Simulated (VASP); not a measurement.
# TePb (Fm-3m) in VASP: a series of runs

One crystal, TePb, is run at these levels: PBE; tasks: single point.

Program: VASP 6.6.1. These are calculated values, not measurements. Logs are shortened: lines on timing, memory, paths and dates and some standing lists are left out, and cuts for length are marked.

**1. Starting point**

Symmetry: Fm-3m, No. 225, cubic system. The conventional cell has a = 6.462 Å, b = 6.462 Å, c = 6.462 Å, α = 90.00°, β = 90.00°, γ = 90.00°. Pb (site symmetry m-3m) has 6 Te at 3.23 Å as nearest neighbours. Te (site symmetry m-3m) is surrounded by 6 Pb at 3.23 Å.

**2. Single point, PBE**

Contents of INCAR:

```
SYSTEM = TePb
ADDGRID = .False.
ALGO = Normal
EDIFF = 1E-7
ENCUT = 340
GGA = PE
ISIF = 2
ISMEAR = 0
LASPH = .True.
LCHARG = .False.
LREAL = .False.
LWAVE = .False.
NELM = 100
PREC = Accurate
SIGMA = 0.05
```

Contents of KPOINTS:

```
k-points
0
Gamma
  4 4 4
  0 0 0
```

Contents of POSCAR:

```
TePb
1.0
    0.0000000000      3.2310000000      3.2310000000
    3.2310000000      0.0000000000      3.2310000000
    3.2310000000      3.2310000000      0.0000000000
Pb Te
1 1
Direct
    0.0000000000      0.0000000000      0.0000000000
    0.5000000000      0.5000000000      0.5000000000
```

Potentials or basis: VASP PAW PBE potentials, release 64 (Pb_d, Te).

Started as:

```bash
cat potpaw_PBE.64/Pb_d/POTCAR potpaw_PBE.64/Te/POTCAR > POTCAR
mpirun -np 1 vasp_std > vasp.out
```

OUTCAR:

```text
SYSTEM = TePb
   EDIFF = 1E-7
   ENCUT = 340
   GGA = PE
   ISIF = 2
   ISMEAR = 0
   LASPH = .True.
   LREAL = .False.
   NELM = 100
   PREC = Accurate

 Found      8 irreducible k-points:

 Following reciprocal coordinates:
            Coordinates               Weight
  0.000000  0.000000  0.000000      1.000000
  0.250000  0.000000  0.000000      8.000000
  0.500000  0.000000  0.000000      4.000000
  0.250000  0.250000  0.000000      6.000000
  0.500000  0.250000  0.000000     24.000000
 -0.250000  0.250000  0.000000     12.000000
   k-points           NKPTS =      8   k-points in BZ     NKDIM =      8   number of bands    NBANDS=     14
   number of dos      NEDOS =    301   number of ions     NIONS =      2
   total plane-waves  NPLWV =  21952
   dimension x,y,z NGX =    28 NGY =   28 NGZ =   28
   dimension x,y,z NGXF=    56 NGYF=   56 NGZF=   56
   ions per type =               1   1
   NGX,Y,Z   is equivalent  to a cutoff of  10.19, 10.19, 10.19 a.u.
   NGXF,Y,Z  is equivalent  to a cutoff of  20.37, 20.37, 20.37 a.u.
 SYSTEM =  TePb
   PREC   = accura    normal or accurate (medium, high low for compatibility)
   ISTART =      0    job   : 0-new  1-cont  2-samecut
   ICHARG =      2    charge: 1-file 2-atom 10-const
   ISPIN  =      1    spin polarized calculation?
   LNONCOLLINEAR =      F non collinear calculations
   LSORBIT =      F    spin-orbit coupling
   LASPH  =      T    aspherical Exc in radial PAW
   ENCUT  =  340.0 eV  24.99 Ry    5.00 a.u.   6.87  6.87  6.87*2*pi/ulx,y,z
   NELM   =    100;   NELMIN=  2; NELMDL= -5     # of ELM steps
   EDIFF  = 0.1E-06   stopping-criterion for ELM
   LREAL  =      F    real-space projection
   EDIFFG = 0.1E-05   stopping-criterion for IOM
   NSW    =      0    number of steps for IOM
   IBRION =     -1    ionic relax: 0-MD 1-quasi-New 2-CG
   NFREE  =      0    steps in history (QN), initial steepest desc. (CG)
   ISIF   =      2    stress and relaxation
   ISYM   =      2    0-nonsym 1-usesym 2-fastsym
   POTIM  = 0.5000    time-step for ionic-motion
   TEBEG  =    0.0;   TEEND  =   0.0 temperature during run
   PSTRESS=    0.0 pullay stress
   NELECT =      20.0000    total number of electrons
   NUPDOWN=      -1.0000    fix difference up-down
   EMIN   =  10.00;   EMAX   =-10.00  energy-range for DOS
   EFERMI =   0.00;   METHOD = LEGACY
   ISMEAR =     0;   SIGMA  =   0.05  broadening in eV -4-tet -1-fermi 0-gaus
   EFERMI_NEDOS =   21; number of points for ismear=-14 and -15
   IALGO  =     38    algorithm
   IMIX   =      4    mixing-type and parameters
     AMIX     =   0.40;   BMIX     =  1.00
     AMIX_MAG =   1.60;   BMIX_MAG =  1.00
  volume/ion in A,a.u.               =      33.73       227.62
  Fermi-wavevector in a.u.,A,eV,Ry     =   1.091619  2.062861 16.213147  1.191633
  Thomas-Fermi vector in A             =   2.227868
   LORBIT       =      0    0 simple, 1 ext, 2 COOP (PROOUT), +10 PAW based schemes
   GGA     = PE    functional components
   LHFCALC =     F    Hartree Fock is set to
   AEXX    =    0.0000 exact exchange contribution
   IVDW    =     0    specifies the selected vdW correction
   LEPSILON=     F    determine dielectric tensor
   LRPA    =     F    only Hartree local field effects (RPA)
 non-spin polarized calculation
 Gauss-broadening in eV      SIGMA  =   0.05
  energy-cutoff  :      340.00
  volume of cell :       67.46
 maximum number of plane-waves:       982
   NGX = 13   NGY = 13   NGZ = 13

 number of electron      20.0000014 magnetization

 Free energy of the ion-electron system (eV)
  ---------------------------------------------------
  ext. energy  EPLUGINS =         0.00000000
  ---------------------------------------------------
  free energy    TOTEN  =        -7.49186526 eV

  energy without entropy =       -7.49186526  energy(sigma->0) =       -7.49186526

 E-fermi :   5.8661     XC(G=0):  -9.3041

 val. band max:        5.6220909757   @ k =   0.5000   0.0000   0.0000
 cond. band min:       6.3565266935   @ k =   0.5000   0.0000   0.0000
 fundamental gap:      0.7344357177
 Fermi energy:         5.8660897230

 k-point     1 :       0.0000    0.0000    0.0000
  band No.  band energies     occupation
      1     -11.0993      2.00000
      2     -11.0993      2.00000
      3     -11.0892      2.00000
      4     -11.0892      2.00000
      5     -11.0892      2.00000
      6      -6.3967      2.00000
      7       0.0240      2.00000
      8       4.2764      2.00000
      9       4.2764      2.00000
     10       4.2764      2.00000
     11       9.6992      0.00000
     12       9.6992      0.00000
     13       9.6992      0.00000
     14      11.4192      0.00000

 k-point     2 :       0.2500    0.0000    0.0000
  band No.  band energies     occupation
      1     -11.1060      2.00000
      2     -11.1060      2.00000
      3     -11.0882      2.00000
      4     -11.0812      2.00000
      5     -11.0812      2.00000
      6      -5.8771      2.00000
      7      -1.3917      2.00000
      8       4.4402      2.00000
      9       4.4402      2.00000
     10       4.9684      2.00000
     11       7.7439      0.00000
     12       8.0733      0.00000
     13       8.0733      0.00000
     14      11.5753      0.00000

 k-point     3 :       0.5000    0.0000    0.0000
  band No.  band energies     occupation
      1     -11.1139      2.00000
      2     -11.1139      2.00000
      3     -11.0871      2.00000
      4     -11.0724      2.00000
      5     -11.0724      2.00000
      6      -4.9604      2.00000
      7      -2.9675      2.00000
      8       4.7352      2.00000
      9       4.7352      2.00000
     10       5.6221      2.00000
     11       6.3565      0.00000
     12       6.8936      0.00000
     13       6.8936      0.00000
     14      14.0101      0.00000

 k-point     4 :       0.2500    0.2500    0.0000
  band No.  band energies     occupation
      1     -11.1251      2.00000
      2     -11.0946      2.00000
      3     -11.0939      2.00000
      4     -11.0774      2.00000
      5     -11.0774      2.00000
      6      -5.7135      2.00000
      7      -1.2269      2.00000
      8       3.4680      2.00000
      9       3.4680      2.00000
     10       4.2176      2.00000
     11       8.2184      0.00000
     12       9.6783      0.00000
     13      10.1229      0.00000
     14      10.1229      0.00000

 k-point     5 :       0.5000    0.2500    0.0000
  band No.  band energies     occupation
      1     -11.1364      2.00000
      2     -11.1003      2.00000
      3     -11.0897      2.00000
      4     -11.0730      2.00000
      5     -11.0688      2.00000
      6      -4.8627      2.00000
      7      -2.3840      2.00000
      8       2.4370      2.00000
      9       3.4952      2.00000
     10       3.7415      2.00000
     11       8.8026      0.00000
     12       9.0495      0.00000
     13      10.1489      0.00000
     14      10.8178      0.00000

 k-point     6 :      -0.2500    0.2500    0.0000
  band No.  band energies     occupation
      1     -11.1183      2.00000
      2     -11.1097      2.00000
      3     -11.0829      2.00000
      4     -11.0774      2.00000
      5     -11.0761      2.00000
      6      -5.1435      2.00000
      7      -2.2974      2.00000
      8       2.5306      2.00000
      9       4.5432      2.00000
     10       4.9985      2.00000
     11       7.3019      0.00000
     12       7.4053      0.00000
     13      10.2825      0.00000
     14      12.4804      0.00000

 [... further k-points ...]

------------------------ aborting loop because EDIFF is reached ----------------------------------------

  FORCE on cell =-STRESS in cart. coord.  units (eV):
  Direction    XX          YY          ZZ          XY          YZ          ZX
  --------------------------------------------------------------------------------------
  -------------------------------------------------------------------------------------
  Total        0.7681956      0.7681956      0.7681956      0.0000000     -0.0000000      0.0000000
  in kB       18.2449008     18.2449008     18.2449008      0.0000000     -0.0000000      0.0000000
  external PRESSURE =      18.2449008 kB  Pullay stress =       0.0000000 kB

 VOLUME and BASIS-vectors are now :
 -----------------------------------------------------------------------------
  energy-cutoff  :      340.00
  volume of cell :       67.46
      direct lattice vectors                 reciprocal lattice vectors
     0.000000000  3.231000000  3.231000000    -0.154750851  0.154750851  0.154750851
     3.231000000  0.000000000  3.231000000     0.154750851 -0.154750851  0.154750851
     3.231000000  3.231000000  0.000000000     0.154750851  0.154750851 -0.154750851

 POSITION                                       TOTAL-FORCE (eV/Angst)
 -----------------------------------------------------------------------------------
      0.00000      0.00000      0.00000         0.000000     -0.000000      0.000000
      3.23100      3.23100      3.23100        -0.000000      0.000000     -0.000000
 -----------------------------------------------------------------------------------
    total drift:                               -0.000000      0.000000      0.000000

  FREE ENERGIE OF THE ION-ELECTRON SYSTEM (eV)
  ---------------------------------------------------
  free  energy   TOTEN  =        -7.4918652619 eV

  energy  without entropy=       -7.4918652619  energy(sigma->0) =       -7.49186526
```

Wall time 6.7 s (1 thread of Intel Xeon Platinum 8488C (Sapphire Rapids), shared host); peak memory 0.15 GiB.

The run converged, but some of its settings lie outside the range that counts as converged, so its numbers aren't taken as properties of the crystal.

Results:

* Free energy: -7.4919 eV
* Pressure: 1.8 GPa
* Band gap on the k mesh: 0.73 eV, direct

Caveat: the k mesh is coarse (spacing up to 0.42 Å⁻¹), so the values aren't converged; spin-orbit coupling is left out, which as a rule narrows the gap of such compounds by several tenths of an eV.

**3. Single point, PBE**

INCAR is that of step 2.

KPOINTS is that of step 2.

Contents of POSCAR:

```
TePb
1.0
    0.0000000000      3.2310000000      3.2310000000
    3.2310000000      0.0000000000      3.2310000000
    3.2310000000      3.2310000000      0.0000000000
Pb Te
1 1
Direct
   -0.0068530000      0.0005720000     -0.0056850000
    0.5279490000      0.4690950000      0.5208160000
```

Potentials or basis: VASP PAW PBE potentials, release 64 (Pb_d, Te).

Started as:

```bash
cat potpaw_PBE.64/Pb_d/POTCAR potpaw_PBE.64/Te/POTCAR > POTCAR
mpirun -np 1 vasp_std > vasp.out
```

Run time: 17 s. Hardware: 1 thread of Intel Xeon Platinum 8488C (Sapphire Rapids), shared host; peak memory 0.16 GiB.

The run converged, but some of its settings lie outside the range that counts as converged, so its numbers aren't taken as properties of the crystal.

What came out:

| Item | Value |
| --- | --- |
| Free energy | -7.4871 eV |
| Pressure | 2.2 GPa |
| Largest force | 0.127 eV/Å |
| Band gap on the k mesh | 0.89 eV, direct |

Caveat: the k mesh is coarse (spacing up to 0.42 Å⁻¹), so the values aren't converged; spin-orbit coupling is left out, which as a rule narrows the gap of such compounds by several tenths of an eV.

**4. Single point, PBE**

Edit INCAR of step 3 so:

```diff
@@ -4,3 +4,3 @@
 EDIFF = 1E-7
-ENCUT = 340
+ENCUT = 650
 GGA = PE
```

Contents of KPOINTS:

```
k-points
0
Gamma
  3 3 3
  0 0 0
```

Contents of POSCAR:

```
TePb
1.0
    0.0000000000      3.2310000000      3.2310000000
    3.2310000000      0.0000000000      3.2310000000
    3.2310000000      3.2310000000      0.0000000000
Pb Te
1 1
Direct
    0.0000000000      0.0000000000      0.0000000000
    0.5000000000      0.5000000000      0.5000000000
```

Started as:

```bash
cat potpaw_PBE.64/Pb_d/POTCAR potpaw_PBE.64/Te/POTCAR > POTCAR
mpirun -np 1 vasp_std > vasp.out
```

Run time: 12 s. Hardware: 1 thread of Intel Xeon Platinum 8488C (Sapphire Rapids), shared host; peak memory 0.22 GiB.

These settings aren't checked as converged: the numbers below hold their error.

Results:

- Free energy: -7.5494 eV
- Pressure: 2.1 GPa

Caveat: the k mesh is coarse (spacing up to 0.56 Å⁻¹), so the values aren't converged; this odd mesh misses L, where the gap lies, so gap, dielectric constants and Born charges aren't listed.

**5. Single point, PBE**

INCAR is that of step 4.

KPOINTS is that of step 4.

Contents of POSCAR:

```
TePb
1.0
    0.0000000000      3.2310000000      3.2310000000
    3.2310000000      0.0000000000      3.2310000000
    3.2310000000      3.2310000000      0.0000000000
Pb Te
1 1
Direct
   -0.0068530000      0.0005720000     -0.0056850000
    0.5279490000      0.4690950000      0.5208160000
```

Started as:

```bash
cat potpaw_PBE.64/Pb_d/POTCAR potpaw_PBE.64/Te/POTCAR > POTCAR
mpirun -np 1 vasp_std > vasp.out
```

Wall time 21 s (1 thread of Intel Xeon Platinum 8488C (Sapphire Rapids), shared host); peak memory 0.23 GiB.

The run converged, but some of its settings lie outside the range that counts as converged, so its numbers aren't taken as properties of the crystal.

Results:

| Item | Value |
| --- | --- |
| Free energy | -7.5437 eV |
| Pressure | 2.5 GPa |
| Largest force | 0.123 eV/Å |
| Band gap on the k mesh | 1.88 eV, direct |

Caveat: the k mesh is coarse (spacing up to 0.56 Å⁻¹), so the values aren't converged; spin-orbit coupling is left out, which as a rule narrows the gap of such compounds by several tenths of an eV; an odd mesh through Γ misses points on the zone boundary, where band edges often lie.

**6. Single point, PBE**

Edit INCAR of step 5 so:

```diff
@@ -4,3 +4,3 @@
 EDIFF = 1E-7
-ENCUT = 650
+ENCUT = 400
 GGA = PE
```

Contents of KPOINTS:

```
k-points
0
Gamma
  4 4 4
  0 0 0
```

Contents of POSCAR:

```
TePb
1.0
    0.0000000000      3.2310000000      3.2310000000
    3.2310000000      0.0000000000      3.2310000000
    3.2310000000      3.2310000000      0.0000000000
Pb Te
1 1
Direct
    0.0000000000      0.0000000000      0.0000000000
    0.5000000000      0.5000000000      0.5000000000
```

Potentials or basis: VASP PAW PBE potentials, release 64 (Pb_d, Te).

Started as:

```bash
cat potpaw_PBE.64/Pb_d/POTCAR potpaw_PBE.64/Te/POTCAR > POTCAR
mpirun -np 1 vasp_std > vasp.out
```

It took 8.4 s on 1 thread of Intel Xeon Platinum 8488C (Sapphire Rapids), shared host; peak memory 0.16 GiB.

The run converged, but some of its settings lie outside the range that counts as converged, so its numbers aren't taken as properties of the crystal.

What came out:

| Item | Value |
| --- | --- |
| Free energy | -7.4938 eV |
| Pressure | 2.1 GPa |
| Band gap on the k mesh | 0.73 eV, direct |

Caveat: the k mesh is coarse (spacing up to 0.42 Å⁻¹), so the values aren't converged; spin-orbit coupling is left out, which as a rule narrows the gap of such compounds by several tenths of an eV.
